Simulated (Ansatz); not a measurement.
Relaxed sheet of C, cell area A = 5.265 Å²:

```xyz
2
Lattice="2.4657 0.0000 0.0000 -1.2329 2.1354 0.0000 0.0000 0.0000 26.0032" Properties=species:S:1:pos:R:3 pbc="T T F"
C     1.2329    0.7118   13.0016
C     0.0000    1.4236   13.0016
```

Method: DFT PBE+D3(BJ), scalar-relativistic, plane waves, PAW in Ansatz 0.2.0. Plane waves to 420 eV, a k mesh through Γ of 18×18×1 on the computed 2-atom cell and Gaussian smearing (0.10 eV); no spin polarisation. The sheet is isolated along c (Coulomb cut-off).

Under biaxial strain, atoms relaxed, stress positive in compression; ΔE is the free energy at this smearing, of which the stress is the derivative:

| strain (%) | σxx (N/m) | σyy (N/m) | ΔE (meV/cell) | thickness (Å) |
| --- | --- | --- | --- | --- |
| -2 | 9.542 | 9.542 | 59.74 | 0.000 |
| +2 | -7.730 | -7.730 | 53.25 | 0.000 |

Q: Which in-plane elastic constants follow from the stresses?

A: With εxx = εyy = ε the tension along x is (C11 + C12)ε. The central difference gives C11 + C12 = (9.542 − (-7.730))/0.04 = 431.8 N/m and C22 + C12 = 431.8 N/m. The layer modulus for a change of area, (C11 + C22 + 2C12)/4, is 215.9 N/m.

Q: Do the energies agree?

A: The second difference [ΔE(−ε) + ΔE(+ε)]/(A·ε²) = (59.74 + 53.25) meV/(5.265 Å² × 0.0004) × 16.02 N/m per eV/Å² = 859.5 N/m should equal C11 + C22 + 2C12 = 863.6 N/m; they differ by 0.5 %, so the two routes agree. The stress in compression and in tension differ in size because of the third-order constants.

The layer modulus of 215.9 N/m reflects the stiffness of graphene's bond network. Equal biaxial strain keeps the bond angles at their ideal sp² values and changes every C–C bond by the same fraction, so the response is one of pure bond stretching, carried mainly by the σ framework with a contribution from the delocalised π bonds. The larger stress in compression follows from the anharmonicity of these bonds: repulsion rises steeply as they shorten, while the restoring force softens as they lengthen.

The zero thickness under compression is no evidence that a free sheet would stay flat. By symmetry, a planar starting geometry has no out-of-plane forces, and the two-atom cell excludes long-wavelength ripples, through which a free-standing membrane readily relieves compression at little bending cost. The compressive stress therefore describes a sheet held flat. Because biaxial strain yields only the sum of C11 and C12, neither Young's modulus nor Poisson's ratio can be derived without a uniaxial or shear deformation.
